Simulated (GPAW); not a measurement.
# KBr (Fm-3m) in GPAW: further runs

Aim: see how the results for KBr move with the level of theory and the settings. Levels: GLLB-SC, rSCAN, PBEsol, AM05+D4. Tasks: band structure, equation of state.

Everything below comes from runs of GPAW 26.7.0. Logs are shortened: lines on timing, memory, paths and dates and some standing lists are left out, and cuts for length are marked. The log counts tension as positive stress, the text compression.

**1. Starting point**

It takes space group Fm-3m (No. 225, cubic). The conventional cell has a = 6.600 Å, b = 6.600 Å, c = 6.600 Å, α = 90.00°, β = 90.00°, γ = 90.00°. Br (site symmetry m-3m) has 6 K at 3.30 Å as nearest neighbours. Around K (site symmetry m-3m) lie 6 Br at 3.30 Å.

**2. Band structure, GLLB-SC**

run.py reads:

```python
from ase import Atoms
from ase.dft.bandgap import bandgap
from ase.io import write
from gpaw import GPAW, PW

atoms = Atoms(['Br', 'K'],
              cell=[[0.0, 3.3, 3.3],
                    [3.3, 0.0, 3.3],
                    [3.3, 3.3, 0.0]],
              scaled_positions=[[0.5, 0.5, 0.5],
                                [0.0, 0.0, 0.0]],
              pbc=True)

calc = GPAW(mode=PW(600),
            xc='GLLBSC',
            kpts={'size': (6, 6, 6), 'gamma': True},
            occupations={'name': 'fermi-dirac', 'width': 0.05},
            nbands=16,
            convergence={'density': 1e-05, 'energy': 1e-05},
            maxiter=150,
            txt='gpaw.txt')
atoms.calc = calc
energy = atoms.get_potential_energy()
calc.write('gs.gpw')
write('result.traj', atoms)
print('Fermi level:', round(calc.get_fermi_level(), 4), 'eV')
print(f'Gap: {bandgap(calc)[0]:.4f} eV, direct: {bandgap(calc, direct=True)[0]:.4f} eV')

path = atoms.cell.bandpath('GXWKGLUWLK,UX', npoints=60, eps=1e-4)
bs_calc = calc.fixed_density(kpts=path, symmetry='off', nbands=30,
                             convergence={'bands': 'CBM+6.0', 'eigenstates': 1e-6}, txt='bands.txt')
bs = bs_calc.band_structure()
bs.write('bs.json')
print(f'Gap on the path: {bandgap(bs_calc)[0]:.4f} eV')

homo, lumo = bs_calc.get_homo_lumo()
response = calc.hamiltonian.xc.response
dxc_pot = response.calculate_discontinuity_potential(homo, lumo)
ks_gap, dxc = bs_calc.hamiltonian.xc.response.calculate_discontinuity(dxc_pot)
print(f'Kohn-Sham gap {ks_gap:.4f} eV, discontinuity {dxc:.4f} eV, gap {ks_gap + dxc:.4f} eV')
```

Potentials or basis: the program's PAW data sets (release 1.2.1) made for this functional, pw.

Run with:

```sh
$ OMP_NUM_THREADS=1 python run.py
```

gpaw.txt:

```text
___ ___ ___ _ _ _
 |   |   |_  | | | |
 | | | | | . | | | |
 |__ |  _|___|_____|  26.7.0
 |___|_|

Input parameters:
  convergence: {density: 1e-05,
                energy: 1e-05}
  kpts: {gamma: True,
         size: (6, 6, 6)}
  maxiter: 150
  mode: {ecut: 600.0,
         name: pw}
  nbands: 16
  occupations: {name: fermi-dirac,
                width: 0.05}
  xc: GLLBSC

System changes: positions, numbers, cell, pbc, initial_charges, initial_magmoms

Initialize ...

species:
  Br:
    name:    Bromine
    Z:       35.0
    valence: 7
    core:    28
    charge:  0.0  # [|e|]
    compensation charges:
      type: gauss
      rc: 0.35  # [Å]
      lmax: 2
    cutoffs:
      filter: 1.98  # [Å]
      core: 2.38  # [Å]
    projectors
    | kind |    occ | energy [eV] | rcut [Å] |
    |------|--------|-------------|----------|
    |   4s |  2.000 |     -23.401 |    1.111 |
    |   4p |  5.000 |     -11.410 |    1.111 |
    |    s |        |       3.810 |    1.111 |
    |    p |        |      15.801 |    1.111 |
    |    d |        |       0.000 |    1.111 |

    Using partial waves for Br as LCAO basis

  K:
    name:    Potassium
    Z:       19.0
    valence: 9
    core:    10
    charge:  0.0  # [|e|]
    compensation charges:
      type: gauss
      rc: 0.35  # [Å]
      lmax: 2
    cutoffs:
      filter: 1.91  # [Å]
      core: 1.27  # [Å]
    projectors
    | kind |    occ | energy [eV] | rcut [Å] |
    |------|--------|-------------|----------|
    |   3s |  2.000 |     -35.517 |    1.122 |
    |   4s |  1.000 |      -3.176 |    1.122 |
    |   3p |  6.000 |     -18.819 |    1.106 |
    |    p |        |       8.392 |    1.106 |
    |    d |        |       0.000 |    0.937 |

    Using partial waves for K as LCAO basis

Reference energy: -87214.627607  # eV

Spin-paired calculation

Convergence criteria:
 Maximum [total energy] change in last 3 cyles: 1e-05 eV / valence electron
 Maximum integral of absolute [dens]ity change: 1e-05 electrons / valence electron
 Maximum integral of absolute [eigenst]ate change: 4e-08 eV^2 / valence electron
 Maximum number of scf [iter]ations: 150
 (Square brackets indicate name in SCF output, whereas a 'c' in
 the SCF output indicates the quantity has converged.)

Symmetries present (total): 48

  ( 1  0  0)  ( 1  0  0)  ( 1  0  0)  ( 1  0  0)  ( 1  0 -1)  ( 1  0 -1)
  ( 1  0 -1)  ( 1 -1  0)  ( 0  1  0)  ( 0  0  1)  ( 1  0  0)  ( 1 -1  0)
  ( 1 -1  0)  ( 1  0 -1)  ( 0  0  1)  ( 0  1  0)  ( 1 -1  0)  ( 1  0  0)

  ( 1  0 -1)  ( 1  0 -1)  ( 1 -1  0)  ( 1 -1  0)  ( 1 -1  0)  ( 1 -1  0)
  ( 0  1 -1)  ( 0  0 -1)  ( 1  0  0)  ( 1  0 -1)  ( 0 -1  1)  ( 0 -1  0)
  ( 0  0 -1)  ( 0  1 -1)  ( 1  0 -1)  ( 1  0  0)  ( 0 -1  0)  ( 0 -1  1)

  ( 0  1  0)  ( 0  1  0)  ( 0  1  0)  ( 0  1  0)  ( 0  1 -1)  ( 0  1 -1)
  ( 1  0  0)  ( 0  1 -1)  ( 0  0  1)  (-1  1  0)  ( 1  0 -1)  ( 0  1  0)
  ( 0  0  1)  (-1  1  0)  ( 1  0  0)  ( 0  1 -1)  ( 0  0 -1)  (-1  1  0)

  ( 0  1 -1)  ( 0  1 -1)  ( 0  0  1)  ( 0  0  1)  ( 0  0  1)  ( 0  0  1)
  ( 0  0 -1)  (-1  1  0)  ( 1  0  0)  ( 0  1  0)  ( 0 -1  1)  (-1  0  1)
  ( 1  0 -1)  ( 0  1  0)  ( 0  1  0)  ( 1  0  0)  (-1  0  1)  ( 0 -1  1)

  ( 0  0 -1)  ( 0  0 -1)  ( 0  0 -1)  ( 0  0 -1)  ( 0 -1  1)  ( 0 -1  1)
  ( 1  0 -1)  ( 0  1 -1)  ( 0 -1  0)  (-1  0  0)  ( 1 -1  0)  ( 0  0  1)
  ( 0  1 -1)  ( 1  0 -1)  (-1  0  0)  ( 0 -1  0)  ( 0 -1  0)  (-1  0  1)

  ( 0 -1  1)  ( 0 -1  1)  ( 0 -1  0)  ( 0 -1  0)  ( 0 -1  0)  ( 0 -1  0)
  ( 0 -1  0)  (-1  0  1)  ( 1 -1  0)  ( 0  0 -1)  ( 0 -1  1)  (-1  0  0)
  ( 1 -1  0)  ( 0  0  1)  ( 0 -1  1)  (-1  0  0)  ( 1 -1  0)  ( 0  0 -1)

  (-1  1  0)  (-1  1  0)  (-1  1  0)  (-1  1  0)  (-1  0  1)  (-1  0  1)
  ( 0  1  0)  ( 0  1 -1)  (-1  0  1)  (-1  0  0)  ( 0  0  1)  ( 0 -1  1)
  ( 0  1 -1)  ( 0  1  0)  (-1  0  0)  (-1  0  1)  ( 0 -1  1)  ( 0  0  1)

  (-1  0  1)  (-1  0  1)  (-1  0  0)  (-1  0  0)  (-1  0  0)  (-1  0  0)
  (-1  1  0)  (-1  0  0)  ( 0  0 -1)  ( 0 -1  0)  (-1  1  0)  (-1  0  1)
  (-1  0  0)  (-1  1  0)  ( 0 -1  0)  ( 0  0 -1)  (-1  0  1)  (-1  1  0)

216 k-points: 6 x 6 x 6 Monkhorst-Pack grid + [1/12,1/12,1/12]
16 k-points in the irreducible part of the Brillouin zone
       k-points in crystal coordinates                weights
   0:     0.00000000    0.00000000    0.00000000          1/216
   1:     0.16666667    0.16666667    0.00000000          6/216
   2:     0.16666667    0.16666667    0.16666667          8/216
   3:     0.33333333    0.16666667    0.16666667         12/216
   4:     0.33333333    0.33333333   -0.33333333         12/216
   5:     0.33333333    0.33333333    0.00000000          6/216
   6:     0.33333333    0.33333333    0.16666667         24/216
   7:     0.33333333    0.33333333    0.33333333          8/216
   8:     0.50000000    0.33333333   -0.33333333         24/216
   9:     0.50000000    0.33333333   -0.16666667         12/216
          ...
  15:     0.50000000    0.50000000    0.50000000          4/216

Wave functions: Plane wave expansion
  Cutoff energy: 600.000 eV
  Number of coefficients (min, max): 2381, 2424
  Pulay-stress correction: 0.000000 eV/Ang^3 (de/decut=0.000000)
  Using FFTW library
  ScaLapack parameters: grid=1x1, blocksize=None
  Wavefunction extrapolation:
    Improved wavefunction reuse through dual PAW basis

Occupation numbers: Fermi-Dirac:
  width: 0.0500  # eV

Eigensolver
   Davidson(niter=2)

Densities:
  Coarse grid: 27*27*27 grid
  Fine grid: 54*54*54 grid
  Total Charge: 0.000000

Density mixing:
  Method: separate
  Backend: msr1
  Linear mixing parameter: 0.05
  old densities: 10
  Width of damping distribution: 1.1
  Damping of long wavelength oscillations: 20

Hamiltonian:
  XC and Coulomb potentials evaluated on a 54*54*54 grid
  Using the GLLBSC Exchange-Correlation functional
  External potential:
    NoExternalPotential

XC parameters: GLLBSC functional being used consists of
  -----------------------------------------------------------------------
  | Weight | Module     | Description                                   |
  -----------------------------------------------------------------------
  |  1.000 | SCREENING  | GGA_X_PBE_SOL with 2 nearest neighbor stencil |
  |  1.000 | RESPONSE   | eps=0.0500 eV                                 |
  |  1.000 | XC         | GGA_C_PBE_SOL with 2 nearest neighbor stencil |
  -----------------------------------------------------------------------

Number of atoms: 2
Number of atomic orbitals: 9
Number of bands in calculation: 16
Number of valence electrons: 16
Bands to converge: occupied

... initialized

Initializing position-dependent things.

Density initialized from atomic densities
Creating initial wave functions:
  9 bands from LCAO basis set
  7 bands from random numbers

                 Br

       K

Atomic positions and initial magnetic moments

Positions:
   0 Br     3.300000    3.300000    3.300000    ( 0.0000,  0.0000,  0.0000)
   1 K      0.000000    0.000000    0.000000    ( 0.0000,  0.0000,  0.0000)

Unit cell:
           periodic     x           y           z      points  spacing
  1. axis:    yes    0.000000    3.300000    3.300000    27     0.1411
  2. axis:    yes    3.300000    0.000000    3.300000    27     0.1411
  3. axis:    yes    3.300000    3.300000    0.000000    27     0.1411

  Lengths:   4.666905   4.666905   4.666905
  Angles:   60.000000  60.000000  60.000000

Effective grid spacing dv^(1/3) = 0.1540

iter:   1    -8.225953
iter:   2    -7.572317   -1.52  -1.32
iter:   3    -7.047105   -1.98  -1.35
iter:   4    -6.865683   -2.51  -1.41
iter:   5    -6.861739   -2.11  -1.37
iter:   6    -6.716960   -2.96  -1.90
iter:   7    -6.704787   -4.70  -1.87
iter:   8    -6.694258   -3.90  -2.08
iter:   9    -6.697387   -4.54  -2.56
iter:  10    -6.698690   -4.77  -2.81
iter:  11    -6.698455   -6.48  -4.00
iter:  12    -6.698057   -7.35  -4.05
iter:  13    -6.698166   -7.81c -4.43
iter:  14    -6.698133c  -9.26c -4.83
iter:  15    -6.698124c  -9.41c -5.07c

Converged after 15 iterations.

Dipole moment: (-0.000000, -0.000000, -0.000000) |e|*Ang

Energy contributions relative to reference atoms: (reference = -87214.627607)

Kinetic:        +14.107715
Potential:      -12.040207
External:        +0.000000
XC:              -8.000017
Entropy (-ST):   -0.000000
Local:           -0.765614
SIC:             +0.000000
--------------------------
Free energy:     -6.698124
Extrapolated:    -6.698124

GLLBSC response reference energy: -2.72449 eV (from HOMO)

Showing only first 2 kpts
 Kpt  Band  Eigenvalues  Occupancy
  0     6     -2.72437    2.00000
  0     7     -2.72437    2.00000
  0     8      2.95394    0.00000
  0     9      6.08523    0.00000

  1     6     -2.79607    2.00000
  1     7     -2.79607    2.00000
  1     8      3.69163    0.00000
  1     9      5.40751    0.00000

Fermi level: -1.09328

Gap: 5.678 eV
Transition (v -> c):
  (s=0, k=0, n=7, [0.00, 0.00, 0.00]) -> (s=0, k=0, n=8, [0.00, 0.00, 0.00])
No difference between direct/indirect transitions
Writing to gs.gpw (mode='')
```

It took 46 s on 1 thread of AMD EPYC 7B13 (Zen 3), shared host; peak memory 0.28 GiB.

Results:

```yaml
Band_gap_on_the_k_mesh_with_the_derivative_discontinuity: 8.49 eV
Band_gap_of_the_Kohn-Sham_levels: 5.68 eV
Derivative_discontinuity: 2.81 eV
```

Levels at the corners of the path, in eV from the valence-band top:
| point | band 5 | band 6 | band 7 | band 8 | band 9 | band 10 | band 11 | band 12 |
| --- | --- | --- | --- | --- | --- | --- | --- | --- |
| Γ | -9.71 | 0.00 | 0.00 | 0.00 | 5.68 | 8.81 | 8.81 | 8.81 |
| X | -9.75 | -0.69 | -0.24 | -0.24 | 6.97 | 8.47 | 10.50 | 10.67 |
| W | -9.67 | -0.49 | -0.49 | -0.45 | 8.46 | 8.46 | 9.49 | 10.35 |
| K | -9.70 | -0.58 | -0.54 | -0.28 | 7.66 | 9.37 | 9.51 | 10.56 |
| Γ | -9.71 | 0.00 | 0.00 | 0.00 | 5.68 | 8.81 | 8.81 | 8.81 |
| L | -9.60 | -0.99 | -0.28 | -0.28 | 7.52 | 9.50 | 10.79 | 10.79 |
| U | -9.70 | -0.58 | -0.54 | -0.28 | 7.66 | 9.37 | 9.51 | 10.56 |
| W | -9.67 | -0.49 | -0.49 | -0.45 | 8.46 | 8.46 | 9.49 | 10.35 |
| L | -9.60 | -0.99 | -0.28 | -0.28 | 7.52 | 9.50 | 10.79 | 10.79 |
| K | -9.70 | -0.58 | -0.54 | -0.28 | 7.66 | 9.37 | 9.51 | 10.56 |
| U | -9.70 | -0.58 | -0.54 | -0.28 | 7.66 | 9.37 | 9.51 | 10.56 |
| X | -9.75 | -0.69 | -0.24 | -0.24 | 6.97 | 8.47 | 10.50 | 10.67 |

Caveat: the GLLB-SC gap is the Kohn-Sham gap of the path plus the derivative discontinuity; a model potential gives levels but no total energy.

**3. Band structure, rSCAN, spin-orbit coupling, no magnetisation**

run.py reads:

```python
import numpy as np
from ase.dft.bandgap import bandgap
from ase.io import read, write
from ase.units import GPa
from gpaw import GPAW, PW
from gpaw.spinorbit import soc_eigenstates

atoms = read('KBr.xyz')

calc = GPAW(mode=PW(600),
            xc='MGGA_X_RSCAN+MGGA_C_RSCAN',
            kpts={'size': (6, 6, 6), 'gamma': True},
            occupations={'name': 'fermi-dirac', 'width': 0.05},
            nbands=16,
            convergence={'density': 1e-05, 'energy': 1e-05},
            maxiter=150,
            txt='gpaw.txt')
atoms.calc = calc
energy = atoms.get_potential_energy()
forces = atoms.get_forces()
stress = atoms.get_stress()
calc.write('gs.gpw')
write('result.traj', atoms)
print(f'Energy: {energy:.6f} eV')
print('Forces (eV/A):')
print(forces.round(4))
print('Stress (GPa):', (stress / GPa).round(3))
print('Fermi level:', round(calc.get_fermi_level(), 4), 'eV')
print(f'Gap: {bandgap(calc)[0]:.4f} eV, direct: {bandgap(calc, direct=True)[0]:.4f} eV')

path = atoms.cell.bandpath('GXWKGLUWLK,UX', npoints=80, eps=1e-4)
bs_calc = calc.fixed_density(kpts=path, symmetry='off', nbands=30,
                             convergence={'bands': 'CBM+6.0', 'eigenstates': 1e-6}, txt='bands.txt')
bs = bs_calc.band_structure()
bs.write('bs.json')
print(f'Gap on the path: {bandgap(bs_calc)[0]:.4f} eV')

soc = soc_eigenstates(bs_calc, theta=0, phi=0, ignore_xc_potential=True)
np.savetxt('soc_bands.dat', soc.eigenvalues(), fmt='%.4f')
mesh = soc_eigenstates('gs.gpw', theta=0, phi=0, ignore_xc_potential=True)
np.savetxt('soc_mesh.dat', mesh.eigenvalues(), fmt='%.4f')
print('Fermi level with spin-orbit coupling:', round(mesh.fermi_level, 4), 'eV')
```

KBr.xyz reads:

```xyz
2
Lattice="0.0000000000 3.3000000000 3.3000000000 3.3000000000 0.0000000000 3.3000000000 3.3000000000 3.3000000000 0.0000000000" Properties=species:S:1:pos:R:3 pbc="T T T"
Br     3.3000000000      3.3000000000      3.3000000000
K      0.0000000000      0.0000000000      0.0000000000
```

Potentials or basis: GPAW PAW data sets (gpaw-data 1.2.1), pw.

Run with:

```sh
$ OMP_NUM_THREADS=1 python run.py
```

Run time: 3.5 min. Hardware: 1 thread of AMD EPYC 7B13 (Zen 3), shared host; peak memory 0.41 GiB.

The run converged. Its results:

| Quantity | Value |
| --- | --- |
| Free energy | -34.8249 eV |
| Pressure | 0.0 GPa |
| Band gap on the k mesh | 4.84 eV, direct |
| Band gap along the path | 4.84 eV, direct |

Levels at the corners of the path, in eV from the valence-band top:
```tsv
point	band 12	band 13	band 14	band 15	band 16	band 17	band 18	band 19	band 20	band 21
Γ	-0.51	0.00	0.00	0.00	0.00	4.84	4.84	8.02	8.02	8.02
X	-1.09	-0.53	-0.53	-0.30	-0.30	6.15	6.15	7.79	7.79	9.91
W	-1.04	-0.63	-0.63	-0.57	-0.57	7.70	7.70	7.75	7.75	8.89
K	-1.07	-0.70	-0.70	-0.42	-0.42	6.90	6.90	8.76	8.76	8.85
Γ	-0.51	0.00	0.00	0.00	0.00	4.84	4.84	8.02	8.02	8.02
L	-1.40	-0.60	-0.60	-0.34	-0.34	6.90	6.90	8.65	8.65	10.25
U	-1.07	-0.70	-0.70	-0.42	-0.42	6.90	6.90	8.76	8.76	8.85
W	-1.04	-0.63	-0.63	-0.57	-0.57	7.70	7.70	7.75	7.75	8.89
L	-1.40	-0.60	-0.60	-0.34	-0.34	6.90	6.90	8.65	8.65	10.25
K	-1.07	-0.70	-0.70	-0.42	-0.42	6.90	6.90	8.76	8.76	8.85
U	-1.07	-0.70	-0.70	-0.42	-0.42	6.90	6.90	8.76	8.76	8.85
X	-1.09	-0.53	-0.53	-0.30	-0.30	6.15	6.15	7.79	7.79	9.91
```

Caveat: spin-orbit coupling was added after a scalar SCF, so levels and gaps hold it while energy, forces, pressure and moments don't; this program's spin-orbit splittings come out too wide for heavy elements; the PAW data sets were made with another functional, which shifts forces and pressure a little.

**4. Band structure, PBEsol, spin-orbit coupling, no magnetisation**

Changes to run.py since step 3:

```diff
@@ -4,9 +4,11 @@
 from ase.units import GPa
-from gpaw import GPAW, PW
+from gpaw import GPAW, PW, setup_paths
 from gpaw.spinorbit import soc_eigenstates
 
-atoms = read('KBr.xyz')
+setup_paths.insert(0, '.')
+
+atoms = read('KBr.cif')
 
 calc = GPAW(mode=PW(600),
-            xc='MGGA_X_RSCAN+MGGA_C_RSCAN',
+            xc='PBEsol',
             kpts={'size': (6, 6, 6), 'gamma': True},
@@ -30,3 +32,3 @@
 
-path = atoms.cell.bandpath('GXWKGLUWLK,UX', npoints=80, eps=1e-4)
+path = atoms.cell.bandpath('GXWKGLUWLK,UX', npoints=100, eps=1e-4)
 bs_calc = calc.fixed_density(kpts=path, symmetry='off', nbands=30,
@@ -37,5 +39,5 @@
 
-soc = soc_eigenstates(bs_calc, theta=0, phi=0, ignore_xc_potential=True)
+soc = soc_eigenstates(bs_calc, theta=90, phi=0)
 np.savetxt('soc_bands.dat', soc.eigenvalues(), fmt='%.4f')
-mesh = soc_eigenstates('gs.gpw', theta=0, phi=0, ignore_xc_potential=True)
+mesh = soc_eigenstates('gs.gpw', theta=90, phi=0)
 np.savetxt('soc_mesh.dat', mesh.eigenvalues(), fmt='%.4f')
```

KBr.cif reads:

```cif
data_KBr
_cell_length_a 4.66690476
_cell_length_b 4.66690476
_cell_length_c 4.66690476
_cell_angle_alpha 60.00000000
_cell_angle_beta 60.00000000
_cell_angle_gamma 60.00000000
_space_group_name_H-M_alt 'P1'
_space_group_name_Hall 'P 1'
_space_group_IT_number 1
loop_
_space_group_symop_operation_xyz
'x,y,z'
loop_
_atom_site_label
_atom_site_type_symbol
_atom_site_symmetry_multiplicity
_atom_site_Wyckoff_symbol
_atom_site_fract_x
_atom_site_fract_y
_atom_site_fract_z
_atom_site_occupancy
Br1 Br 1 a 0.5000000000 0.5000000000 0.5000000000 1
K1 K 1 a 0.0000000000 0.0000000000 0.0000000000 1
```

Potentials or basis: PAW data sets generated in the run's folder for this functional, pw.

Run with:

```sh
$ gpaw-setup -f PBEsol Br K
$ OMP_NUM_THREADS=1 python run.py
```

Run time: 71 s. Hardware: 1 thread of AMD EPYC 7B13 (Zen 3), shared host; peak memory 0.37 GiB.

Results (log left out):

```
Free energy             : -6.6246 eV
Pressure                : -0.3 GPa
Band gap on the k mesh  : 4.12 eV, direct
Band gap along the path : 4.12 eV, direct
```

Levels at the corners of the path, in eV from the valence-band top:
```csv
point,band 12,band 13,band 14,band 15,band 16,band 17,band 18,band 19,band 20,band 21
Γ,-0.52,0.00,0.00,0.00,0.00,4.12,4.12,7.36,7.36,7.36
X,-1.09,-0.54,-0.54,-0.30,-0.30,5.58,5.58,6.93,6.93,9.12
W,-1.05,-0.63,-0.63,-0.59,-0.59,7.08,7.08,7.13,7.13,8.01
K,-1.08,-0.72,-0.72,-0.43,-0.43,6.31,6.31,7.89,7.89,8.17
Γ,-0.52,0.00,0.00,0.00,0.00,4.12,4.12,7.36,7.36,7.36
L,-1.43,-0.62,-0.62,-0.35,-0.35,6.27,6.27,7.95,7.95,9.50
U,-1.08,-0.72,-0.72,-0.43,-0.43,6.31,6.31,7.89,7.89,8.17
W,-1.05,-0.63,-0.63,-0.59,-0.59,7.08,7.08,7.13,7.13,8.01
L,-1.43,-0.62,-0.62,-0.35,-0.35,6.27,6.27,7.95,7.95,9.50
K,-1.08,-0.72,-0.72,-0.43,-0.43,6.31,6.31,7.89,7.89,8.17
U,-1.08,-0.72,-0.72,-0.43,-0.43,6.31,6.31,7.89,7.89,8.17
X,-1.09,-0.54,-0.54,-0.30,-0.30,5.58,5.58,6.93,6.93,9.12
```

Caveat: spin-orbit coupling was added after a scalar SCF, so levels and gaps hold it while energy, forces, pressure and moments don't; this program's spin-orbit splittings come out too wide for heavy elements.

(Part 1 of 2 ends here.)
